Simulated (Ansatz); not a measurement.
A plane-wave DFT run in Ansatz 0.2.0 (scalar-relativistic PAW potentials unless the input names others): input and command.

```yaml
crystal:
  lattice:
    - [3.1431208302, 0.0, 0.0]
    - [-1.5715604151, 2.7220224861, 0.0]
    - [0.0, 0.0, 24.3995989249]
  atoms:
    - { symbol: S, position: [0.3333333333, 0.6666666667, 0.3073821018] }
    - { symbol: Mo, position: [0.6666666667, 0.3333333333, 0.3712528671] }
    - { symbol: S, position: [0.3333333333, 0.6666666667, 0.435101753] }
    - { symbol: S, position: [0.0, 0.0, 0.564898247] }
    - { symbol: Mo, position: [0.3333333333, 0.6666666667, 0.6287690123] }
    - { symbol: S, position: [0.0, 0.0, 0.6926178982] }
basis:
  ecutwfc: "80 eV"
kpoints:
  mp_grid: { grid: [9, 9, 1] }
hamiltonian:
  xc: pbesol
scf:
  occupations: { method: gaussian, width: 0.05 }
  max_iter: 100
output:
  forces: true
  eigenvalues: true
efield:
  axis: 3
  dipole_correction: true
  ramp_width: 0.04
```

```bash
ansatz run input.yaml --threads 1 --pin off --max-ram 2560MiB --backend cpu --events-out ev --progress --plain --runs-dir out
```

Abridged log:
```
Basis set: ecut = 80 eV, 323 PW (Γ), exchange–correlation on 20×20×144 points (8 copies of the dense FFT grid, shifted against one another)
Bands: 32, of which v1, the nominal top of the filled ones, is band 26 counted from 1 (25 counted from 0)
Symmetry: 6 space group operations
k-points: 12 of 81 (time reversal used)
SCF iter   1: F=—  HF=-13126.065115 eV  |F-HF|=—  |Δ(HF+E_count)|=         —  Δρ=2.71e-1  dr2=1.86e2  ethr=1.77e-3  p=0.000 e·Å  D=2.94e-4 V/Å  ΔV_dip=-0.01 eV  dr2_dipole=2.22e-4  V_vac-E_F(+/−)=1.07/1.08 eV  ⟨swp⟩=9.8  Hψ=2169  notcnv=0
efield: sawtooth ramp at fractional position 0.9800 (placed from the atoms, in the widest stretch of the axis that holds none; the zero of the levels goes with the place), width 0.0400; the density the first Hamiltonian is built on has a dipole p = 0.000 e·Å; the dipole correction subtracts the counter field D = 2.94e-4 V/Å, which shifts the + side's vacuum level by -0.01 eV against the − side's; the planar-averaged density in the ramp window peaks in size at 8.9e-4 e/Å³
SCF iter   2: F=—  HF=-13125.691126 eV  |F-HF|=—  |Δ(HF+E_count)|=   3.74e-1  Δρ=2.33e-1  dr2=5.49e2  ethr=1.77e-3  p= 0.000 e·Å  D=-1.91e-4 V/Å  ΔV_dip=0.00 eV  dr2_dipole=6.06e0  V_vac-E_F(+/−)=4.64/4.64 eV  ⟨swp⟩=12.3  Hψ=3352  notcnv=0  defer=22  recentre
SCF iter   3: F=—  HF=-13033.590233 eV  |F-HF|=—  |Δ(HF+E_count)|=    9.21e1  Δρ=1.02e-1  dr2=4.76e1  ethr=1.77e-3  p=0.012 e·Å  D=1.05e-2 V/Å  ΔV_dip=-0.26 eV  dr2_dipole=1.16e-1  V_vac-E_F(+/−)=5.02/5.33 eV  ⟨swp⟩=10.6  Hψ=2581  notcnv=0  defer=14
SCF iter   4: F=—  HF=-13017.620272 eV  |F-HF|=—  |Δ(HF+E_count)|=    1.60e1  Δρ=2.45e-2  dr2=7.47e0  ethr=1.77e-3  p=-0.082 e·Å  D=-7.15e-2 V/Å  ΔV_dip=1.74 eV  dr2_dipole=1.67e-2  V_vac-E_F(+/−)=4.83/3.11 eV  ⟨swp⟩=8.0  Hψ=1368  notcnv=0  defer=19
SCF iter   5: F=—  HF=-13016.814437 eV  |F-HF|=—  |Δ(HF+E_count)|=   8.06e-1  Δρ=1.56e-2  dr2=4.17e0  ethr=1.77e-3  p=-0.028 e·Å  D=-2.45e-2 V/Å  ΔV_dip=0.60 eV  dr2_dipole=2.54e-2  V_vac-E_F(+/−)=7.22/6.65 eV  ⟨swp⟩=6.9  Hψ=1236  notcnv=0  defer=18
SCF iter   6: F=—  HF=-13016.420755 eV  |F-HF|=—  |Δ(HF+E_count)|=   3.94e-1  Δρ=6.85e-3  dr2=1.66e-1  ethr=1.77e-3  p=0.012 e·Å  D=1.04e-2 V/Å  ΔV_dip=-0.25 eV  dr2_dipole=1.56e-3  V_vac-E_F(+/−)=6.36/6.65 eV  ⟨swp⟩=5.5  Hψ=813  notcnv=0  defer=17
SCF iter   7: F=—  HF=-13016.454700 eV  |F-HF|=—  |Δ(HF+E_count)|=   3.39e-2  Δρ=5.26e-3  dr2=3.50e-1  ethr=3.20e-4  p=-0.015 e·Å  D=-1.32e-2 V/Å  ΔV_dip=0.32 eV  dr2_dipole=3.11e-2  V_vac-E_F(+/−)=7.07/6.77 eV  ⟨swp⟩=8.9  Hψ=1391  notcnv=0  defer=22
SCF iter   8: F=—  HF=-13016.405854 eV  |F-HF|=—  |Δ(HF+E_count)|=   4.88e-2  Δρ=1.61e-3  dr2=4.03e-2  ethr=3.20e-4  p=0.025 e·Å  D=2.13e-2 V/Å  ΔV_dip=-0.52 eV  dr2_dipole=2.15e-2  V_vac-E_F(+/−)=6.70/7.25 eV  ⟨swp⟩=4.2  Hψ=733  notcnv=0  defer=21
   ...
SCF iter  11: F=—  HF=-13016.400423 eV  |F-HF|=—  |Δ(HF+E_count)|=   8.84e-4  Δρ=1.83e-4  dr2=1.07e-4  ethr=1.43e-5  p=0.004 e·Å  D=3.82e-3 V/Å  ΔV_dip=-0.09 eV  dr2_dipole=1.84e-5  V_vac-E_F(+/−)=7.03/7.16 eV  ⟨swp⟩=3.1  Hψ=547  notcnv=0  defer=23
SCF iter  12: F=—  HF=-13016.400435 eV  |F-HF|=—  |Δ(HF+E_count)|=   1.22e-5  Δρ=6.54e-5  dr2=4.18e-5  ethr=2.05e-7  p=0.005 e·Å  D=4.61e-3 V/Å  ΔV_dip=-0.11 eV  dr2_dipole=1.29e-5  V_vac-E_F(+/−)=7.04/7.19 eV  ⟨swp⟩=3.2  Hψ=857  notcnv=0  defer=18
SCF iter  13: F=—  HF=-13016.391822 eV  |F-HF|=—  |Δ(HF+E_count)|=   8.61e-3  Δρ=9.03e-5  dr2=2.89e-5  ethr=8.03e-8  p=0.005 e·Å  D=4.54e-3 V/Å  ΔV_dip=-0.11 eV  dr2_dipole=2.86e-6  V_vac-E_F(+/−)=7.04/7.19 eV  ⟨swp⟩=3.4  Hψ=907  notcnv=0  defer=18
SCF iter  14: F=—  HF=-13016.391817 eV  |F-HF|=—  |Δ(HF+E_count)|=   4.56e-6  Δρ=4.03e-5  dr2=1.48e-5  ethr=5.56e-8  p=0.005 e·Å  D=4.15e-3 V/Å  ΔV_dip=-0.10 eV  dr2_dipole=4.95e-6  V_vac-E_F(+/−)=7.05/7.18 eV  ⟨swp⟩=2.3  Hψ=560  notcnv=0  defer=18
SCF iter  15: F=—  HF=-13016.391816 eV  |F-HF|=—  |Δ(HF+E_count)|=   1.70e-6  Δρ=3.13e-5  dr2=3.08e-6  ethr=2.85e-8  p=0.005 e·Å  D=4.24e-3 V/Å  ΔV_dip=-0.10 eV  dr2_dipole=5.95e-7  V_vac-E_F(+/−)=7.05/7.18 eV  ⟨swp⟩=2.2  Hψ=485  notcnv=0  defer=18
SCF iter  16: F=—  HF=-13016.391815 eV  |F-HF|=—  |Δ(HF+E_count)|=   4.07e-7  Δρ=1.92e-5  dr2=2.23e-6  ethr=5.92e-9  p=0.005 e·Å  D=4.33e-3 V/Å  ΔV_dip=-0.11 eV  dr2_dipole=1.45e-7  V_vac-E_F(+/−)=7.04/7.19 eV  ⟨swp⟩=3.2  Hψ=727  notcnv=0  defer=18
SCF iter  17: F=—  HF=-13016.391815 eV  |F-HF|=—  |Δ(HF+E_count)|=   1.81e-7  Δρ=1.25e-5  dr2=1.35e-6  ethr=4.28e-9  p=0.005 e·Å  D=4.37e-3 V/Å  ΔV_dip=-0.11 eV  dr2_dipole=5.36e-7  V_vac-E_F(+/−)=7.04/7.19 eV  ⟨swp⟩=2.1  Hψ=436  notcnv=0  defer=18
SCF iter  18: F=-13016.391815 eV  HF=-13016.391815 eV  |F-HF|=7.69e-8  |Δ(HF+E_count)|=   1.80e-7  Δρ=5.37e-6  dr2=9.67e-8  ethr=1.92e-10  p=0.005 e·Å  D=4.30e-3 V/Å  ΔV_dip=-0.11 eV  dr2_dipole=2.79e-12  V_vac-E_F(+/−)=7.04/7.18 eV  ⟨swp⟩=15.4  Hψ=2691  notcnv=0
SCF 1 converged in 18 iterations: F = -13016.391815 eV  dr2 = 9.67e-8
SCF converged after 18 iterations
Free energy (F): -13016.391815 eV
Harris-Foulkes:  -13016.391815 eV  (|F-HF|=7.69e-8)
Internal energy: -13016.391815 eV  (E = F + TS)
E sigma→0 (E₀):  -13016.391815 eV
Fermi energy:    3.795259 eV
Dipole field:    D = 0.004303 V/Å  (p = 0.004964 e·Å, saw-weighted, corrected)
Work function:   Φ+ = 7.0440 eV (in doubt: plateau slope 1.5e-1 eV/Å)   Φ− = 7.1846 eV (in doubt: plateau slope 1.2e-1 eV/Å)
Levels:          The Fermi level and band energies are counted from a zero that moves with the ramp; work functions are not
Vacuum region:   at the solve's end the planar-averaged density reaches 5.40e-4 e/Å³ inside the ramp window [0.9390, 0.0610] (bound 1e-5 e/Å³)
--- Forces (eV/Å), atoms counted from 1 ---
  atom   1  S      0.00000000     0.00000000     1.46969257
  atom   2  Mo     0.00000000     0.00000000     0.16238151
  atom   3  S      0.00000000     0.00000000    -1.33604611
  atom   4  S      0.00000000     0.00000000     1.20425896
  atom   5  Mo     0.00000000     0.00000000     0.00636853
  atom   6  S      0.00000000     0.00000000    -1.50820823
```

**Question.** What should be changed?

**Answer.** The fault is a cutoff far too low (basis.ecutwfc: 420 → "80 eV", the first being the value of the sound run). Setting it back cures it. The log, from which this was withheld above, says: «Warning: basis.ecutwfc = 80 eV is below the records' recommended 420 eV, and the density's cutoff is lower with it unless basis.ecutrho_ratio is high enough to keep the records' density cutoff: compare with a run at a higher cutoff» «WARN: efield: at this solve's end the planar-averaged density reaches 5.40e-4 e/Å³ inside the ramp window [0.9390, 0.0610] (bound 1e-5 e/Å³); the window's nearer edge stands 6.01 Å from this solve's nearest atom along the axis. Its work functions, free energy, forces, stress, dipole, levels and responses can be off …» The run converged all the same, with an energy at zero smearing 54.0 eV/atom above the reference's, largest force 1.508 eV/Å, gap on the mesh 1.38 eV, so convergence alone doesn't show that an input is right. A reference run on usual settings, whose relaxation ended at this geometry, converged, and the end of its own relaxation has largest force 0.014 eV/Å, gap on the mesh 1.38 eV.

Time: 5.9 s on 1 thread of AMD EPYC (Zen 3) (shared host), peak memory 0.28 GiB.